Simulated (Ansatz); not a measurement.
# HgTe (I-4m2) in Ansatz: further runs

Runs on HgTe. Level: PBEsol. Tasks: phonons, elastic constants, density of states.

Everything below comes from runs of Ansatz 0.2.0. Logs are shortened: lines on timing, memory, paths and dates and some standing lists are left out, and cuts for length are marked.

## (1) Starting point

It takes space group I-4m2 (No. 119, tetragonal). The conventional cell has a = 6.091 Å, b = 6.091 Å, c = 3.119 Å, α = 90.00°, β = 90.00°, γ = 90.00°. Hg (site symmetry -4m2) has 2 Hg at 3.12 Å and 4 Te at 3.14 Å as nearest neighbours. Te (site symmetry -4m2) has 2 Te at 3.12 Å and 4 Hg at 3.14 Å as nearest neighbours.

Measurements of this composition are mostly on another form, of space group No. 216.

## (2) Phonons, PBEsol

The input, input.yaml:

```yaml
crystal:
  lattice:
    - [-3.045603, 3.045603, 1.55941]
    - [3.045603, -3.045603, 1.55941]
    - [3.045603, 3.045603, -1.55941]
  atoms:
    - { symbol: Hg, position: [0.75, 0.25, 0.5] }
    - { symbol: Te, position: [0.0, 0.0, 0.0] }
hamiltonian:
  xc: pbesol
  pseudopotentials: { kind: paw }
kpoints:
  mp_grid: { grid: [8, 8, 8] }
scf:
  occupations: { method: fermi_dirac, width: 0.05 }
phonons:
  method: dfpt
  qmesh: [2, 2, 2]
  temperatures: { t_max: 1000, t_step: 100 }
  qpath:
    path:
      - [[0.0, 0.0, 0.0], [0.0, 0.0, 0.5], [-0.5, 0.5, 0.5], [0.0, 0.0, 0.0], [0.3155411497, 0.3155411497, -0.3155411497], [0.25, 0.25, 0.25], [0.0, 0.5, 0.0], [-0.3155411497, 0.6844588503, 0.3155411497], [-0.5, 0.5, 0.5]]
      - [[0.0, 0.0, 0.5], [0.25, 0.25, 0.25]]
    npoints: 8
```

Potentials or basis: Ansatz PAW.

The run is started by

```
ansatz run input.yaml --threads 2 --pin off --max-ram 5632MiB --backend cpu --events-out ev --progress --plain --runs-dir out
```

The log of the run:

```text
Warning: phonons: the dynamical matrix that this run interpolates holds no multipole term above the dipole-dipole one, and a site of this crystal is no centre of inversion, so its interpolated transverse optical and acoustic branches and sound speeds can stay off near Gamma, and the density of states and the thermodynamics with them. What a run solves at a wave vector of phonons.qpoints, Gamma apart, where the deck admits one, is free of this, and under fd what a larger phonons.supercell samples
Warning: RAYON_NUM_THREADS=2 ignored (pool sized by the plan → 2); use --threads N
Engine: ansatz 0.2.0, x86_64-unknown-linux-gnu
Pseudopotentials: kind: paw
Pseudopotential: Hg, paw, valence charge 20, recommended cutoff 420 eV (normal), Hg.paw.azcp
Pseudopotential: Te, paw, valence charge 16, recommended cutoff 420 eV (normal), Te.paw.azcp
Functional definition: PBEsol
  exchange = pbesol_x
  correlation = pbesol_c
Crystal: 2 atoms, lattice volume = 57.858 Å³
Basis set: ecut = 420 eV, 1133 PW (Γ), exchange–correlation on 64×64×64 points (8 copies of the dense FFT grid, shifted against one another)
Bands: 22, of which v1, the nominal top of the filled ones, is band 18 counted from 1 (17 counted from 0)
Symmetry: 8 space group operations
k-points: 59 of 512 (time reversal used)
Non-local potential: Hg, projectors of the file, l = 0: 3, l = 1: 2, l = 2: 2, l = 3: 1
Non-local potential: Te, projectors of the file, l = 0: 2, l = 1: 2, l = 2: 2, l = 3: 2
PAW form: soft (Blöchl's): semilocal exchange-correlation on the pseudo side does not see the compensation charge
PAW frozen core: Hg, regenerated for the run's functional, and the local potential with it (the file was generated under x = pbe(κ = 0.804, μ = 0.2195149727645171), c = pbe(β = 0.06672455060314922))
PAW frozen core: Te, regenerated for the run's functional, and the local potential with it (the file was generated under x = pbe(κ = 0.804, μ = 0.2195149727645171), c = pbe(β = 0.06672455060314922))
PAW one-centre angular grid: Hg, 590 points (default); XC on 64 Gauss nodes
PAW one-centre angular grid: Te, 590 points (default); XC on 64 Gauss nodes
Initial density: superposition of atomic densities (neutral atoms: chi_scale 0, normalization atom), corrected by the library's trained network
Initial wavefunctions: pseudopotential atomic-orbital guess
Functional: x = pbesol(κ = 0.804, μ = 0.12345679012345678), c = pbesol(β = 0.046)
SCF iter   1: F=—  HF=-20569.560351 eV  |F-HF|=—  |Δ(HF+E_count)|=         —  Δρ=3.02e-3  dr2=5.77e-3  ethr=1.77e-3  ⟨swp⟩=6.1  Hψ=6018  notcnv=0
preconditioner: auto → Kerker (q_TF=auto, 2.521 Å⁻¹)  [metal: Δε(μ)=0.019 eV  Ē_g=10.045 eV  σ=0.050 eV  W_gap=0.09  n_scr=16 (ndim 8)  ℏωp=20.7 eV  f_vac=0.000  D(μ)=0.62/eV (n_scr^D=0)]
SCF iter   2: F=—  HF=-20569.558817 eV  |F-HF|=—  |Δ(HF+E_count)|=   1.53e-3  Δρ=1.55e-3  dr2=1.71e-3  ethr=1.60e-5  ⟨swp⟩=2.1  Hψ=2370  notcnv=0
SCF iter   3: F=—  HF=-20569.558416 eV  |F-HF|=—  |Δ(HF+E_count)|=   4.01e-4  Δρ=4.51e-4  dr2=1.70e-4  ethr=4.76e-6  ⟨swp⟩=2.2  Hψ=1920  notcnv=0
SCF iter   4: F=—  HF=-20569.558411 eV  |F-HF|=—  |Δ(HF+E_count)|=   4.38e-6  Δρ=1.05e-4  dr2=8.57e-6  ethr=4.72e-7  ⟨swp⟩=2.0  Hψ=1831  notcnv=0
SCF iter   5: F=—  HF=-20569.558413 eV  |F-HF|=—  |Δ(HF+E_count)|=   2.20e-6  Δρ=3.53e-5  dr2=8.70e-7  ethr=2.38e-8  ⟨swp⟩=2.0  Hψ=1871  notcnv=0
SCF iter   6: F=—  HF=-20569.558415 eV  |F-HF|=—  |Δ(HF+E_count)|=   1.83e-6  Δρ=1.11e-5  dr2=1.05e-7  ethr=2.42e-9  ⟨swp⟩=2.8  Hψ=2283  notcnv=0
[... 26 lines left out ...]
Harris-Foulkes:  -20569.558415 eV  (|F-HF|=7.28e-12)
Internal energy: -20569.553545 eV  (E = F + TS)
E sigma→0 (E₀):  -20569.555980 eV
Entropy (-TS):   -0.004870 eV (-2.435 meV/atom)
Fermi energy:    10.889945 eV
--- Per-component energies (eV) ---
  E_band       = -690.979963
  E_kinetic    = 783.141111
  E_local      = -3999.421382  (includes V_loc(G=0)·N_el)
  E_nonlocal   = -231.480830
  E_hartree    = 1972.842813
  E_xc         = -341.411640
  E_vxc        = -364.629571  (∫ρ·V_xc dr)
  E_paw        = -14385.424291  (= ΣΔE_a)
  E_vpaw       = -824.275565  (= ΣTr[D̂ρ^β])
  E_aug_tail   = 0.000710  (compensation charges beyond the density's cutoff)
  E_ewald      = -4368.503501
  E_core_change = 0.703466  (= ΣΔE_core)
  E_smearing   = -0.004870  (= −TS)
  E_closure    = 0.000000  (closes the sum)
  Σ components = -20569.558415   (vs F -20569.558415, Δ=0.00e0)
--- Band table (eV; the first three rows and the last of 59) ---
  k-point 0: bands = ["-103.8029", "-52.1996", "-52.1859", "-52.1859", "-26.1762", "-26.1029", "-26.1029", "-26.0471", "-26.0455", "-1.6330", "3.4929", "4.1912", "4.2707", "4.7093", "4.7093", "7.3859", "8.4076", "8.4076", "14.2786", "15.4360", "17.7071", "17.7071"]
  k-point 1: bands = ["-103.8029", "-52.1996", "-52.1859", "-52.1859", "-26.1762", "-26.1029", "-26.1029", "-26.0470", "-26.0456", "-1.5690", "3.4892", "4.1948", "4.2160", "4.7078", "4.7190", "6.5051", "8.5909", "9.3156", "14.2301", "15.5031", "16.9230", "17.2498"]
  k-point 2: bands = ["-103.8029", "-52.1996", "-52.1859", "-52.1859", "-26.1762", "-26.1029", "-26.1028", "-26.0468", "-26.0456", "-1.4016", "3.4765", "4.0970", "4.1623", "4.7054", "4.7388", "5.4958", "9.0730", "10.4666", "14.1070", "14.8624", "15.6020", "17.6179"]
  k-point 58: bands = ["-103.8029", "-52.1996", "-52.1860", "-52.1860", "-26.1761", "-26.1027", "-26.1027", "-26.0460", "-26.0458", "-1.0220", "3.4535", "4.4892", "4.7394", "4.7394", "4.7562", "6.4772", "6.5175", "6.5175", "13.9490", "18.1913", "18.8076", "18.8076"]
--- Phonons (Γ-DFPT): 4 representative perturbations + reference (Σ response iterations 12) ---
  ASR residual: 1.462e-4 → 0.000e0 eV/Å²; symmetrization residual: 1.217e-5 eV/Å²
  ASR residual per site (eV/Å²): 6.87e-5 1.46e-4
  Γ frequencies (cm⁻¹): 0.00 0.00 0.00 23.76 67.49 67.49
--- Phonons (arbitrary-q DFPT): 4 irreducible q on the 2×2×2 mesh ---
  q = [0.0000, 0.0000, 0.0000] (star 1, of the zone-centre solve; hermiticity 1.86e-5, symmetrization 7.44e-12): -0.00 -0.00 0.00 23.76 67.49 67.49
  q = [0.0000, 0.0000, -0.5000] (star 2, 4 solved perturbations in 490 linear systems a pass and spin channel, the states on 150 of 512 k-point pairs; hermiticity 4.31e-5, symmetrization 1.49e-6): -21.50 38.07 48.57 49.01 62.21 64.88
  q = [0.0000, -0.5000, 0.0000] (star 4, 6 solved perturbations on 150 of 512 k-point pairs; hermiticity 1.83e-5, symmetrization 4.16e-6): 27.89 43.51 50.10 70.05 94.13 118.29
  q = [-0.5000, -0.5000, -0.5000] (star 1, 4 solved perturbations in 308 linear systems a pass and spin channel, the states on 95 of 512 k-point pairs; hermiticity 4.07e-5, symmetrization 3.18e-6): 18.42 27.04 27.04 45.75 90.33 90.33
  sum rule: each row above includes the acoustic sum rule's correction from the zone centre's row sums; it moved no ω² by more than (0.56 cm⁻¹)²
  mesh force constants: q→R imaginary residual 4.75e-18; ASR residual 1.462e-4 → 0.000e0 eV/Å²; symmetrization residual 1.332e-15 eV/Å²
  interpolated dispersion: 74 rows × 6 modes
  density of states and harmonic sums: on the 22×22×14 q-mesh, interpolated from the force constants of a 2×2×2 supercell (no non-analytic term)
  largest difference from the sums on the solved wave vectors: F 1.23e-1 eV, S 1.62e-4 and C_V 3.98e-5 eV/K
  zero-point energy: 0.021069 eV/cell   skipped modes (ω ≤ 0): 296, of them read as no rigid motion or as one in doubt: 293 (1.629e-1 modes/cell left out, lowest -21.50 cm⁻¹)   left out of the sums: 2.72e-2 of the cell's modes: C_V's classical limit lies that fraction below 3 k_B per atom; for a crystal, a wire or a layer, F and S can be off by more, and a phonons.interpolated_qmesh denser along its periods is the remedy for the sampling
```

Wall time 1.8 min (2 threads of AMD EPYC 7R13 (Zen 3), shared host); peak memory 0.85 GiB.

Results:

```
Free energy              : -20569.5584 eV
Band gap on the k mesh   : none (metal or under the smearing width)
Highest phonon frequency : 118 cm⁻¹
Most unstable mode       : 22i cm⁻¹
```

Phonon frequencies in cm⁻¹ (negative: imaginary):
```csv
q point,frequencies
"(0.000, 0.000, 0.000)",0 0 0 24 67 67
"(0.000, 0.000, -0.500)",-22 38 49 49 62 65
"(0.000, -0.500, 0.000)",28 44 50 70 94 118
"(-0.500, -0.500, -0.500)",18 27 27 46 90 90
```

Caveat: some modes are imaginary; the q mesh is small, so phonon branches between its points and thermal values are rough; the PAW data sets come from PBE, with cores solved anew for the run's functional, which leaves a small shift of forces and pressure.

## (3) Elastic constants, PBEsol

The input, input.yaml:

```yaml
crystal:
  lattice:
    - [-3.045603, 3.045603, 1.55941]
    - [3.045603, -3.045603, 1.55941]
    - [3.045603, 3.045603, -1.55941]
  atoms:
    - { symbol: Hg, position: [0.75, 0.25, 0.5] }
    - { symbol: Te, position: [0.0, 0.0, 0.0] }
hamiltonian:
  xc: pbesol
  pseudopotentials: { kind: paw }
kpoints:
  mp_grid: { grid: [8, 8, 8] }
scf:
  occupations: { method: fermi_dirac, width: 0.05 }
output:
  forces: true
  stress: true
elastic:
  mode: relaxed_ion
  stencil: two_point
```

Potentials or basis: Ansatz PAW.

The run is started by

```
ansatz run input.yaml --threads 2 --pin off --max-ram 5632MiB --backend cpu --events-out ev --progress --plain --runs-dir out
```

Run time: 83 s. Hardware: 2 threads of AMD EPYC 7R13 (Zen 3), shared host; peak memory 0.55 GiB.

The run converged. Its results:

* Free energy: -20569.5584 eV
* Pressure: -3.7 GPa
* Band gap on the k mesh: none (metal or under the smearing width)
* Voigt bulk modulus: 35 GPa

Stress tensor (GPa, compression positive):
```
-4.02  0.00  0.00
 0.00 -4.02  0.00
 0.00  0.00 -3.08
```

Levels at points of the mesh, in eV from the Fermi level:
```
              k point  band 14  band 15  band 16  band 17  band 18  band 19  band 20  band 21  band 22
   (0.00, 0.00, 0.00)    -6.18    -6.18    -3.50    -2.48    -2.48     3.39     4.55     6.82     6.82
  (0.00, 0.00, -0.50)    -6.16    -6.13    -6.08    -0.93     1.44     1.87     2.80     3.36     8.90
  (0.00, -0.50, 0.00)    -6.41    -6.19    -4.58    -1.97    -1.13    -0.19     3.15     3.73     5.83
(-0.50, -0.50, -0.50)    -6.15    -6.13    -4.41    -4.37    -4.37     3.06     7.30     7.92     7.92
```

Elastic tensor in Voigt notation (GPa, in the Cartesian axes of the cell as first typed):
```
 30  56   6   0   0   0
 56  30   6   0   0   0
  7   7 116   0   0   0
  0   0   0   5   0   0
  0   0   0   0   5   0
  0   0   0   0   0  18
```

Caveat: the cell is more than 3 GPa from zero pressure, which shifts response properties; the elastic tensor has a negative eigenvalue, so either the cell is unstable as it stands or the mesh is too thin; the PAW data sets come from PBE, with cores solved anew for the run's functional, which leaves a small shift of forces and pressure. Spin-orbit coupling is left out, which matters for the levels of Hg, Te.

## (4) Density of states, PBEsol

input.yaml, as its differences from that of step 3:

```diff
@@ -15,2 +15,3 @@
   occupations: { method: fermi_dirac, width: 0.05 }
+  n_extra_bands: 6
 output:
@@ -18,4 +19,3 @@
   stress: true
-elastic:
-  mode: relaxed_ion
-  stencil: two_point
+  eigenvalues: true
+  dos: { projected: false, de: 0.05, nscf_kmesh: { grid: [12, 12, 12] } }
```

The run is started by

```
ansatz run input.yaml --threads 2 --pin off --max-ram 5632MiB --backend cpu --events-out ev --progress --plain --runs-dir out
```

Run time: 7.9 s. Hardware: 2 threads of AMD EPYC 7R13 (Zen 3), shared host; peak memory 0.45 GiB.

Results (log left out):

- Free energy: -20569.5584 eV
- Pressure: -3.7 GPa
- Band gap on the k mesh: none (metal or under the smearing width)
- Density of states at the Fermi level: 0.99 states/eV per cell

Stress tensor (GPa, compression positive):
```
-4.02  0.00  0.00
 0.00 -4.02  0.00
 0.00  0.00 -3.08
```

Levels at points of the mesh, in eV from the Fermi level:
```csv
k point,band 16,band 17,band 18,band 19,band 20,band 21
"(0.00, 0.00, 0.00)",-3.50,-2.48,-2.48,3.39,4.55,6.82
"(0.00, 0.00, -0.50)",-6.08,-0.93,1.44,1.87,2.80,3.36
"(0.00, -0.50, 0.00)",-4.58,-1.97,-1.13,-0.19,3.15,3.73
"(-0.50, -0.50, -0.50)",-4.41,-4.37,-4.37,3.06,7.30,7.92
```

States per cell in windows of 0.5 eV (zero at the Fermi level; states under -8 eV left out):
```tsv
from (eV)	total
-8.0	0.04
-7.5	1.30
-7.0	5.67
-6.5	3.02
-6.0	0.33
-5.5	0.39
-5.0	0.47
-4.5	0.65
-4.0	0.23
-3.5	0.46
-3.0	0.61
-2.5	0.61
-2.0	0.60
-1.5	0.91
-1.0	0.36
-0.5	0.35
0.0	0.61
0.5	0.51
1.0	0.29
1.5	0.28
2.0	0.35
2.5	0.51
3.0	0.45
3.5	0.43
4.0	0.64
4.5	0.74
5.0	0.72
5.5	0.86
6.0	0.43
6.5	0.43
7.0	0.40
7.5	0.61
```

Caveat: the PAW data sets come from PBE, with cores solved anew for the run's functional, which leaves a small shift of forces and pressure. Spin-orbit coupling is left out, which matters for the levels of Hg, Te.

## (5) The runs side by side

| task | q mesh | points for each segment of the path | atoms under strain | gap on the mesh (eV) | pressure (GPa) |
| --- | --- | --- | --- | --- | --- |
| phonons | 2 × 2 × 2 | 8 | - | none | - |
| elastic constants | - | - | relaxed | none | -3.7 |
| density of states | - | - | - | none | -3.7 |

Alike in all rows: level PBEsol; potentials or basis Ansatz PAW; no spin polarisation; cell as given; k mesh 8 × 8 × 8; cutoff (eV) 420; smearing fermi-dirac 0.05 eV.

Every run on the cell as given and a fine mesh finds a metal.

Caveats: the PAW data sets come from PBE, with cores solved anew for the run's functional, which leaves a small shift of forces and pressure; some modes are imaginary (some runs); the cell is more than 3 GPa from zero pressure, which shifts response properties (some runs); the elastic tensor has a negative eigenvalue, so either the cell is unstable as it stands or the mesh is too thin (some runs).

Absolute energies hang on the potentials; compare differences alone.
